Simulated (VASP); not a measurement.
## MgTe in VASP 6.6.1, single-point calculation

INCAR

```
EDIFF = 1E-7
ENCUT = 520
NBANDS = 16
LWAVE = .FALSE.
PREC = Accurate
ISIF = 2
ISMEAR = -1
NSW = 0
LREAL = .FALSE.
LCHARG = .FALSE.
IBRION = -1
NELM = 76
LASPH = .TRUE.
METAGGA = MS2
SIGMA = 0.1
```

KPOINTS

```
KPOINTS created by Atomic Simulation Environment
0
Gamma
6 6 4
0 0 0
```

POSCAR

```
Mg Te
 1.0000000000000000
     4.5776356482668819    0.0000000000000000   -0.0000000000000000
    -2.2888178241334409    3.9643487606683667    0.0000000000000000
    -0.0000000000000000   -0.0000000000000000    7.4550892569681482
 Mg  Te
   2   2
Cartesian
  0.0000000000000001  2.6428991737789116 -0.0045330819656569
  2.2888178241334414  1.3214495868894558  3.7230115465184168
  0.0000000000000000  2.6428991737789116  2.8001915533287125
  2.2888178241334414  1.3214495868894558  6.5277361818127870
```

The recommended PBE PAW datasets give the neutral cell 16 valence electrons.

Command

```
mpirun -np 1 vasp_std
```

**Question.** Predict the outcome of this run.

**Answer.** It converged. Results: gap between bands v and c on the k mesh 3.15 eV; least direct gap on the k mesh 3.15 eV; pressure -0.2 GPa. Band v is the last that the valence electrons fill when counted band by band, and c is the next.

OSZICAR

```
N       E                     dE             d eps       ncg     rms          rms(c)
DAV:   1     0.438262788761E+02    0.43826E+02   -0.47481E+03   672   0.696E+02
DAV:   2    -0.152241285029E+02   -0.59050E+02   -0.54107E+02   968   0.113E+02
DAV:   3    -0.191616592540E+02   -0.39375E+01   -0.39218E+01   936   0.310E+01
DAV:   4    -0.192157225491E+02   -0.54063E-01   -0.54061E-01   840   0.441E+00
DAV:   5    -0.192166566419E+02   -0.93409E-03   -0.93409E-03   952   0.538E-01    0.875E+00
DAV:   6    -0.114268879233E+02    0.77898E+01   -0.24215E+00   672   0.150E+01    0.438E+00
DAV:   7    -0.115493890029E+02   -0.12250E+00   -0.56358E-01   688   0.404E+00    0.168E+00
DAV:   8    -0.116012286472E+02   -0.51840E-01   -0.56016E-02   752   0.150E+00    0.104E+00
DAV:   9    -0.116110886182E+02   -0.98600E-02   -0.13965E-02   688   0.102E+00    0.297E-01
DAV:  10    -0.116118821091E+02   -0.79349E-03   -0.11736E-02   752   0.558E-01    0.528E-01
DAV:  11    -0.116117417666E+02    0.14034E-03   -0.18258E-03   784   0.264E-01    0.231E-01
DAV:  12    -0.116118291081E+02   -0.87342E-04   -0.13622E-04   752   0.915E-02    0.714E-02
DAV:  13    -0.116118325079E+02   -0.33998E-05   -0.36561E-06   880   0.123E-02    0.372E-02
DAV:  14    -0.116118365381E+02   -0.40302E-05   -0.70869E-06   720   0.218E-02    0.738E-03
DAV:  15    -0.116118368386E+02   -0.30046E-06   -0.13890E-07   728   0.280E-03    0.110E-03
DAV:  16    -0.116118366695E+02    0.16910E-06   -0.52256E-08   568   0.150E-03    0.842E-04
DAV:  17    -0.116118366322E+02    0.37313E-07   -0.73271E-09   392   0.584E-04
   1 F= -.11611837E+02 E0= -.11611837E+02  d E =-.293836E-07
```

For comparison, a separate PBE run of the intended cell, on usual settings and not on those above, gives a gap of 2.45 eV on its mesh and a pressure of 0.7 GPa.
